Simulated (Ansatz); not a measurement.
Rb under changes of volume

One of the cells (95.352 Å³/atom); the others are scaled copies at fixed shape and fractional positions:

```
Rb
1.0
    -2.95451    2.95451    2.73085
     2.95451   -2.95451    2.73085
     2.95451    2.95451   -2.73085
Rb
1
Direct
  0.00000 0.00000 0.00000
```

This isn't the form of Rb at room conditions, which is bcc.

- Program: Ansatz 0.2.0
- Functional: PBE
- Potentials or basis: Ansatz PAW
- Cutoff: 420 eV (not typed: the program's choice for these potentials)
- k mesh: 7 × 7 × 7
- Occupations: fermi-dirac, width 0.05 eV
- Spin: no spin polarisation

```csv
volume (Å³/atom),energy over the lowest point (meV/atom),pressure (GPa)
89.631,?,?
91.538,0.00,0.0
93.445,0.59,-0.1
95.352,1.78,-0.1
97.259,3.52,-0.2
99.166,5.77,-0.2
101.073,8.46,-0.2
```

Q: What does the run at 89.631 Å³/atom give?

A: Energy over the lowest point 0.09 meV/atom; pressure 0.0 GPa.

Worked out: A Birch-Murnaghan fit of order 3 (a polynomial in V^(-2/3)) to the other rows has its minimum at 90.80 Å³/atom, just outside them, with B0 = V·E''(V) = 2.8 GPa and B' = 3.6 at fixed shape and positions, which overstates the stiffness. It gives 0.08 meV/atom at 89.631 Å³/atom, against the run's 0.09, and -dE/dV = 0.0 GPa, against 0.0.

Energies are extrapolated to zero smearing.
